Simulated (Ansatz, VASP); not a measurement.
One calculation of SiC, two programs

File INCAR:

```
SYSTEM = SiC
PREC = Accurate ; ENCUT = 520
EDIFF = 1E-7 ; ISMEAR = 0
SIGMA = 0.05 ; LREAL = .False.
LASPH = .True. ; NELM = 60
ALGO = Normal ; ISIF = 2
LWAVE = .False. ; LCHARG = .False.
GGA = PS ; NBANDS = 26
```

KPOINTS

```
Automatic mesh
0
Gamma
  12 12 4
  0 0 0
```

POSCAR

```
SiC
1.0
    3.0780670649      0.0000000000      0.0000000000
   -1.5390335324      2.6656842728      0.0000000000
    0.0000000000      0.0000000000     10.3445000000
Si C
4 4
Direct
    0.6666666667      0.3333333333      0.9378278494
    0.3333333333      0.6666666667      0.4378278494
    0.0000000000      0.0000000000      0.6878973398
    0.0000000000      0.0000000000      0.1878973398
    0.6666666667      0.3333333333      0.7498191768
    0.3333333333      0.6666666667      0.2498191768
    0.0000000000      0.0000000000      0.5004546340
    0.0000000000      0.0000000000      0.0004546340
```

Input for Ansatz:

```yaml
crystal:
  lattice:
    - [3.0780670649, 0.0, 0.0]
    - [-1.5390335324, 2.6656842728, 0.0]
    - [0.0, 0.0, 10.3445]
  atoms:
    - { symbol: Si, position: [0.6666666667, 0.3333333333, 0.9378278494] }
    - { symbol: Si, position: [0.3333333333, 0.6666666667, 0.4378278494] }
    - { symbol: Si, position: [0.0, 0.0, 0.6878973398] }
    - { symbol: Si, position: [0.0, 0.0, 0.1878973398] }
    - { symbol: C, position: [0.6666666667, 0.3333333333, 0.7498191768] }
    - { symbol: C, position: [0.3333333333, 0.6666666667, 0.2498191768] }
    - { symbol: C, position: [0.0, 0.0, 0.500454634] }
    - { symbol: C, position: [0.0, 0.0, 0.000454634] }
basis:
  ecutwfc: 520.0
kpoints:
  mp_grid: { grid: [12, 12, 4] }
hamiltonian:
  xc: pbesol
  pseudopotentials: { kind: paw, azcp: { folder: soft_1 } }
scf:
  occupations: { method: gaussian, width: 0.05 }
output:
  forces: true
  stress: true
  eigenvalues: true
```

Alike in both runs: task single point; functional PBEsol; k mesh 12 × 12 × 4; occupations gaussian, width 0.05 eV; no spin polarisation.

```csv
,VASP,Ansatz
version,VASP 6.6.1,Ansatz 0.2.0
potentials or method,"VASP PAW PBE potentials, release 64 (Si, C)","scalar-relativistic, plane waves, PAW"
plane-wave cutoff (eV),520,520
valence electrons in the cell,32,32
```

|  | VASP | Ansatz | Ansatz less VASP |
| --- | --- | --- | --- |
| gap on the k mesh at the Fermi level (eV) | 1.98 | 1.99 | +0.009 |
| least direct gap on the mesh (eV) | 3.18 | 3.19 | +0.012 |
| pressure (GPa) | -5.0 | -5.3 | -0.34 |
| largest component of the traceless stress (GPa) | 8.85 | 8.78 | -0.072 |
| rms of the force components (eV/Å) | 0.108 | 0.106 | -0.0023 |

Atom by atom the forces differ by 0.002 eV/Å (rms over components). Ansatz warned: «pseudo_functional_mismatch».

Caveats: the PAW data sets were made with another functional, which shifts forces and pressure a little (VASP). As with any semilocal functional, this PBEsol gap is likely too small. A k mesh can miss the band edges.
